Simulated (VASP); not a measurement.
# ZnSe (F-43m) in VASP: phonons with LDA

Aim: the phonons of ZnSe with LDA.

Program: VASP 6.6.1. These are calculated values, not measurements. Logs are shortened: lines on timing, memory, paths and dates and some standing lists are left out, and cuts for length are marked.

## Step 1: The structure

The structure is cubic, space group F-43m (No. 216). Conventional cell: a = 5.668 Å, b = 5.668 Å, c = 5.668 Å, α = 90.00°, β = 90.00°, γ = 90.00°. Zn (site symmetry -43m) has 4 Se at 2.45 Å as nearest neighbours. Se (site symmetry -43m) is surrounded by 4 Zn at 2.45 Å.

## Step 2: Phonons, LDA

File POSCAR:

```
ZnSe
1.0
    0.0000000000      2.8338000000      2.8338000000
    2.8338000000      0.0000000000      2.8338000000
    2.8338000000      2.8338000000      0.0000000000
Zn Se
1 1
Direct
    0.0000000000      0.0000000000      0.0000000000
    0.2500000000      0.2500000000      0.2500000000
```

File INCAR.step1:

```
SYSTEM = ZnSe
ALGO     = Fast           ! electronic algorithm
EDIFF    = 1E-8           ! SCF threshold, eV
EDIFFG   = -0.002         ! ionic threshold
ENCUT    = 600            ! plane-wave cutoff, eV
IBRION   = 2              ! ionic algorithm
ISIF     = 3              ! what is computed and relaxed
ISMEAR   = 0              ! smearing method
LASPH    = .True.         ! aspherical terms in the spheres
LCHARG   = .False.        ! write CHGCAR
LREAL    = .False.        ! projectors in reciprocal space
LWAVE    = .False.        ! write WAVECAR
NELM     = 80             ! most SCF steps
NSW      = 40             ! ionic steps
PREC     = Accurate       ! precision mode
SIGMA    = 0.02           ! smearing width, eV
```

File INCAR.step2:

```
SYSTEM = ZnSe
ALGO     = Fast           ! electronic algorithm
EDIFF    = 1E-8           ! SCF threshold, eV
ENCUT    = 600            ! plane-wave cutoff, eV
IBRION   = 6              ! ionic algorithm
ISIF     = 2              ! what is computed and relaxed
ISMEAR   = 0              ! smearing method
LASPH    = .True.         ! aspherical terms in the spheres
LCHARG   = .False.        ! write CHGCAR
LREAL    = .False.        ! projectors in reciprocal space
LWAVE    = .False.        ! write WAVECAR
NELM     = 80             ! most SCF steps
NFREE    = 2            
NSW      = 1              ! ionic steps
POTIM    = 0.015          ! step
PREC     = Accurate       ! precision mode
SIGMA    = 0.02           ! smearing width, eV
```

File KPOINTS:

```
k-points
0
Gamma
  8 8 8
  0 0 0
```

Potentials or basis: VASP PAW LDA potentials, release 64 (Zn, Se).

Launch:

```
$ cat potpaw_LDA.64/Zn/POTCAR potpaw_LDA.64/Se/POTCAR > POTCAR
$ cp INCAR.step1 INCAR
$ mpirun -np 1 vasp_std > vasp.out
$ cp CONTCAR POSCAR
$ cp INCAR.step2 INCAR
$ mpirun -np 1 vasp_std > vasp.out
```

OUTCAR:

```text
SYSTEM = ZnSe
   EDIFF = 1E-8
   ENCUT = 600
   IBRION = 6
   ISIF = 2
   ISMEAR = 0
   LASPH = .True.
   LREAL = .False.
   NELM = 80
   NFREE = 2
   NSW = 1
   POTIM = 0.015
   PREC = Accurate

 ion  position               nearest neighbor table
   1  0.000  0.000  0.000-   2 2.41   2 2.41   2 2.41   2 2.41
   2  0.250  0.250  0.250-   1 2.41   1 2.41   1 2.41   1 2.41

  LATTYP: Found a face centered cubic cell.
 ALAT       =     5.5760872181

  Lattice vectors:

 A1 = (   0.0000000000,   2.7880436091,   2.7880436091)
 A2 = (   2.7880436091,   0.0000000000,   2.7880436091)
 A3 = (   2.7880436091,   2.7880436091,   0.0000000000)

Analysis of symmetry for initial positions (statically):
=====================================================================
 Subroutine PRICEL returns:
 Original cell was already a primitive cell.

 Routine SETGRP: Setting up the symmetry group for a
 face centered cubic supercell.

 Subroutine GETGRP returns: Found 24 space group operations
 (whereof 24 operations were pure point group operations)
 out of a pool of 48 trial point group operations.

The static configuration has the point symmetry T_d .

Analysis of symmetry for dynamics (positions and initial velocities):
=====================================================================
 Subroutine PRICEL returns:
 Original cell was already a primitive cell.

 Routine SETGRP: Setting up the symmetry group for a
 face centered cubic supercell.

 Subroutine GETGRP returns: Found 24 space group operations
 (whereof 24 operations were pure point group operations)
 out of a pool of 48 trial point group operations.

The dynamic configuration has the point symmetry T_d .

 Subroutine INISYM returns: Found 24 space group operations
 (whereof 24 operations are pure point group operations),
 and found     1 'primitive' translations

----------------------------------------------------------------------------------------

                                     Primitive cell

  volume of cell :      43.3440

  direct lattice vectors                    reciprocal lattice vectors
     0.000000000  2.788043609  2.788043609    -0.179337224  0.179337224  0.179337224
     2.788043609  0.000000000  2.788043609     0.179337224 -0.179337224  0.179337224
     2.788043609  2.788043609  0.000000000     0.179337224  0.179337224 -0.179337224

  length of vectors
     3.942889084  3.942889084  3.942889084     0.310621183  0.310621183  0.310621183

  position of ions in fractional coordinates (direct lattice)
     0.000000000  0.000000000  0.000000000
     0.250000000  0.250000000  0.250000000

  ion indices of the primitive-cell ions
   primitive index   ion index
                 1           1
                 2           2

----------------------------------------------------------------------------------------

 KPOINTS: k-points

Automatic generation of k-mesh.
 Grid dimensions read from file:
 generate k-points for:    8    8    8

 Generating k-lattice:

  Cartesian coordinates                     Fractional coordinates (reciprocal lattice)
    -0.022417153  0.022417153  0.022417153     0.125000000  0.000000000  0.000000000
     0.022417153 -0.022417153  0.022417153     0.000000000  0.125000000  0.000000000
     0.022417153  0.022417153 -0.022417153     0.000000000  0.000000000  0.125000000

  Length of vectors
     0.038827648  0.038827648  0.038827648

[... 62 lines left out ...]
   TEBEG  =    0.0;   TEEND  =   0.0 temperature during run
   PSTRESS=    0.0 pullay stress
   NELECT =      18.0000    total number of electrons
   NUPDOWN=      -1.0000    fix difference up-down
   EMIN   =  10.00;   EMAX   =-10.00  energy-range for DOS
   EFERMI =   0.00;   METHOD = LEGACY
   ISMEAR =     0;   SIGMA  =   0.02  broadening in eV -4-tet -1-fermi 0-gaus
   EFERMI_NEDOS =   21; number of points for ismear=-14 and -15
   IALGO  =     68    algorithm
   IMIX   =      4    mixing-type and parameters
     AMIX     =   0.40;   BMIX     =  1.00
     AMIX_MAG =   1.60;   BMIX_MAG =  1.00
  volume/ion in A,a.u.               =      21.67       146.25
  Fermi-wavevector in a.u.,A,eV,Ry     =   1.221395  2.308102 20.297246  1.491806
  Thomas-Fermi vector in A             =   2.356579
   LORBIT       =      0    0 simple, 1 ext, 2 COOP (PROOUT), +10 PAW based schemes
   GGA     = CA    functional components
   LHFCALC =     F    Hartree Fock is set to
   AEXX    =    0.0000 exact exchange contribution
   IVDW    =     0    specifies the selected vdW correction
   LEPSILON=     F    determine dielectric tensor
   LRPA    =     F    only Hartree local field effects (RPA)
 finite differences with symmetry
 non-spin polarized calculation
 RMM-DIIS sequential band-by-band and
 Gauss-broadening in eV      SIGMA  =   0.02
  energy-cutoff  :      600.00
  volume of cell :       43.34
 maximum number of plane-waves:      1459
   NGX = 15   NGY = 15   NGZ = 15

--------------------------------------- Ionic step        1  -------------------------------------------

 number of electron      17.9999991 magnetization

 Free energy of the ion-electron system (eV)
  ---------------------------------------------------
  ext. energy  EPLUGINS =         0.00000000
  ---------------------------------------------------
  free energy    TOTEN  =        -7.37190628 eV

  energy without entropy =       -7.37190628  energy(sigma->0) =       -7.37190628

------------------------ aborting loop because EDIFF is reached ----------------------------------------

  FORCE on cell =-STRESS in cart. coord.  units (eV):
  Direction    XX          YY          ZZ          XY          YZ          ZX
  --------------------------------------------------------------------------------------
  -------------------------------------------------------------------------------------
  Total        0.0006655      0.0006655      0.0006655      0.0000000      0.0000000     -0.0000000
  in kB        0.0245990      0.0245990      0.0245990      0.0000000      0.0000000     -0.0000000
  external PRESSURE =       0.0245990 kB  Pullay stress =       0.0000000 kB
[... 131 lines left out ...]
--------------------------------------- Ionic step        5  -------------------------------------------

 number of electron      17.9999991 magnetization

 Free energy of the ion-electron system (eV)
  ---------------------------------------------------
  ext. energy  EPLUGINS =         0.00000000
  ---------------------------------------------------
  free energy    TOTEN  =        -7.37120191 eV

  energy without entropy =       -7.37120191  energy(sigma->0) =       -7.37120191

 E-fermi :   2.0671     XC(G=0):  -9.9171

 val. band max:        1.9662583896   @ k =   0.0000   0.0000   0.0000
 cond. band min:       3.2193139053   @ k =   0.0000   0.0000   0.0000
 fundamental gap:      1.2530555157
 Fermi energy:         2.0671286704

 k-point     1 :       0.0000    0.0000    0.0000
  band No.  band energies     occupation
      1     -11.6661      2.00000
      2      -4.9283      2.00000
      3      -4.9189      2.00000
      4      -4.9094      2.00000
      5      -4.5147      2.00000
      6      -4.5146      2.00000
      7       1.9304      2.00000
      8       1.9491      2.00000
      9       1.9663      2.00000
     10       3.2193      0.00000
     11       7.6218      0.00000
     12       7.6336      0.00000
     13       7.6471      0.00000
[... 354 lines left out ...]
  band No.  band energies     occupation
      1     -10.6356      2.00000
      2      -4.8068      2.00000
      3      -4.7593      2.00000
      4      -4.5554      2.00000
      5      -4.5085      2.00000
      6      -4.2802      2.00000
      7      -3.3080      2.00000
      8      -0.6831      2.00000
      9       0.3515      2.00000
     10       6.1969      0.00000
     11       7.3312      0.00000
     12       9.3700      0.00000
     13      10.6365      0.00000

 [... further k-points ...]

------------------------ aborting loop because EDIFF is reached ----------------------------------------

  FORCE on cell =-STRESS in cart. coord.  units (eV):
  Direction    XX          YY          ZZ          XY          YZ          ZX
  --------------------------------------------------------------------------------------
  -------------------------------------------------------------------------------------
  Total        0.0039656      0.0059166      0.0059166      0.0000000      0.0950070      0.0000000
  in kB        0.1465838      0.2187030      0.2187030      0.0000000      3.5118619      0.0000000
  external PRESSURE =       0.1946633 kB  Pullay stress =       0.0000000 kB
[... 17 lines left out ...]
  FREE ENERGIE OF THE ION-ELECTRON SYSTEM (eV)
  ---------------------------------------------------
  free  energy   TOTEN  =        -7.3712019146 eV

  energy  without entropy=       -7.3712019146  energy(sigma->0) =       -7.37120191

 INTERNAL STRAIN TENSORS FROM DISPLACED ATOMS
 ============================================

 INTERNAL STRAIN TENSOR FOR ION    1 for displacements in x,y,z  (eV/Angst):
          X           Y           Z          XY          YZ          ZX
  --------------------------------------------------------------------------------
  x     0.00000    -0.00000    -0.00000     0.00000     6.33572     0.00000
  y    -0.00000     0.00000    -0.00000     0.00000     0.00000     6.33572
  z    -0.00000    -0.00000     0.00000     6.33572     0.00000     0.00000

 INTERNAL STRAIN TENSOR FOR ION    2 for displacements in x,y,z  (eV/Angst):
          X           Y           Z          XY          YZ          ZX
  --------------------------------------------------------------------------------
  x     0.00000     0.00000     0.00000     0.00000    -6.33656     0.00000
  y    -0.00000     0.00000    -0.00000     0.00000     0.00000    -6.33656
  z     0.00000     0.00000     0.00000    -6.33656     0.00000     0.00000

 Eigenvectors and eigenvalues of the dynamical matrix
 ----------------------------------------------------

   1 f  =    6.538509 THz    41.082664 2PiTHz  218.101185 cm-1    27.041088 meV
             X         Y         Z           dx          dy          dz
      0.000000  0.000000  0.000000    -0.000000   -0.739012    0.000000
      1.394022  1.394022  1.394022    -0.000000    0.673693    0.000000
[... 21 lines left out ...]
   6 f/i=    0.005685 THz     0.035722 2PiTHz    0.189644 cm-1     0.023513 meV
             X         Y         Z           dx          dy          dz
      0.000000  0.000000  0.000000    -0.264387   -0.390226    0.481337
      1.394022  1.394022  1.394022    -0.290021   -0.428060    0.528006

 ELASTIC MODULI CONTR FROM IONIC RELAXATION (kBar)
 Direction    XX          YY          ZZ          XY          YZ          ZX
 --------------------------------------------------------------------------------
 XX          -0.0000     -0.0000      0.0000      0.0000     -0.0000      0.0000
 YY          -0.0000     -0.0000     -0.0000      0.0000      0.0000     -0.0000
 ZZ           0.0000     -0.0000     -0.0000     -0.0000      0.0000      0.0000
 XY           0.0000      0.0000     -0.0000   -237.1384      0.0000      0.0000
 YZ          -0.0000      0.0000      0.0000      0.0000   -237.1384      0.0000
 ZX           0.0000     -0.0000      0.0000      0.0000      0.0000   -237.1384
 --------------------------------------------------------------------------------
```

Wall time 5.8 min (1 thread of AMD EPYC 7R43 (Zen 3), shared host); peak memory 0.21 GiB.

Results:

```
Relaxed volume                                          : 21.67 Å³/atom
Relaxed cell                                            : a = 3.943 Å, b = 3.943 Å, c = 3.943 Å, α = 60.00°, β = 60.00°, γ = 60.00°
Space group after relaxing (to 0.05 Å)                  : F-43m (No. 216)
Highest phonon frequency at Γ, LO-TO splitting left out : 218 cm⁻¹
```

The path:
| step | energy change (eV) | largest force (eV/Å) | pressure (GPa) | volume (Å³) |
| --- | --- | --- | --- | --- |
| 1 | 0.0000 | 0.0000 | -3.12 | 45.51 |
| 2 | -0.0195 | 0.0000 | 1.17 | 42.66 |
| 3 | -0.0220 | 0.0000 | 0.01 | 43.34 |

Final structure:
```yaml
crystal:
  lattice:
    - [0.00000, 2.78804, 2.78804]
    - [2.78804, 0.00000, 2.78804]
    - [2.78804, 2.78804, 0.00000]
  atoms:
    - { symbol: Zn, position: [0.00000, 0.00000, 0.00000] }
    - { symbol: Se, position: [0.25000, 0.25000, 0.25000] }
```

Phonon frequencies in cm⁻¹ (negative: imaginary):
```tsv
q point	frequencies
(0.000, 0.000, 0.000)	0 0 0 218 218 218
```
